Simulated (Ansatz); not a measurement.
A run of Ansatz 0.2.0 is set up as follows.

The input input.yaml:

```yaml
crystal:
  lattice:
    - [0.0, 2.625, 2.625]
    - [2.625, 0.0, 2.625]
    - [2.625, 2.625, 0.0]
  atoms:
    - { symbol: Zr, position: [0.0, 0.0, 0.0] }
    - { symbol: S, position: [0.5, 0.5, 0.5] }
hamiltonian:
  xc: lda
  pseudopotentials: { kind: paw }
kpoints:
  mp_grid: { grid: [9, 9, 9] }
  band_path:
    path:
      - [[0.0, 0.0, 0.0], [0.5, 0.0, 0.5], [0.5, 0.25, 0.75], [0.375, 0.375, 0.75], [0.0, 0.0, 0.0], [0.5, 0.5, 0.5], [0.625, 0.25, 0.625], [0.5, 0.25, 0.75], [0.5, 0.5, 0.5], [0.375, 0.375, 0.75]]
      - [[0.625, 0.25, 0.625], [0.5, 0.0, 0.5]]
    npoints: 14
scf:
  occupations: { method: fermi_dirac, width: 0.05 }
  n_extra_bands: 6
output:
  forces: true
  stress: true
  eigenvalues: true
  fatbands: true
  write_density: true
  write_potential: true
  elf: true
  volumetric_format: npy
```

Potentials or basis: Ansatz PAW.

The run is started by

```sh
$ ansatz run input.yaml --threads 2 --pin off --max-ram 5632MiB --backend cpu --events-out ev --progress --plain --runs-dir out
```

Question: Predict the pressure.

Answer: -9.1 GPa.

Question: What does it give for the band gap on the k mesh?

Answer: None (metal or under the smearing width).

Levels at the corners of the path, in eV from the Fermi level:
| point | band 6 | band 7 | band 8 | band 9 | band 10 | band 11 | band 12 | band 13 |
| --- | --- | --- | --- | --- | --- | --- | --- | --- |
| Γ | -3.42 | -3.42 | -3.42 | -1.30 | -1.30 | -1.30 | -0.64 | -0.64 |
| X | -6.14 | -4.36 | -4.36 | -3.37 | 0.54 | 2.40 | 2.40 | 2.78 |
| W | -6.03 | -5.81 | -5.81 | 0.08 | 0.08 | 1.78 | 2.37 | 2.41 |
| K | -6.21 | -6.01 | -5.19 | -1.41 | 1.81 | 2.02 | 2.44 | 2.56 |
| Γ | -3.42 | -3.42 | -3.42 | -1.30 | -1.30 | -1.30 | -0.64 | -0.64 |
| L | -7.93 | -5.88 | -5.88 | 1.50 | 1.50 | 1.81 | 1.99 | 5.64 |
| U | -6.21 | -6.01 | -5.19 | -1.41 | 1.81 | 2.02 | 2.44 | 2.56 |
| W | -6.03 | -5.81 | -5.81 | 0.08 | 0.08 | 1.78 | 2.37 | 2.41 |
| L | -7.93 | -5.88 | -5.88 | 1.50 | 1.50 | 1.81 | 1.99 | 5.64 |
| K | -6.21 | -6.01 | -5.19 | -1.41 | 1.81 | 2.02 | 2.44 | 2.56 |
| U | -6.21 | -6.01 | -5.19 | -1.41 | 1.81 | 2.02 | 2.44 | 2.56 |
| X | -6.14 | -4.36 | -4.36 | -3.37 | 0.54 | 2.40 | 2.40 | 2.78 |

Caveat: the PAW data sets come from PBE, with cores solved anew for the run's functional, which leaves a small shift of forces and pressure.
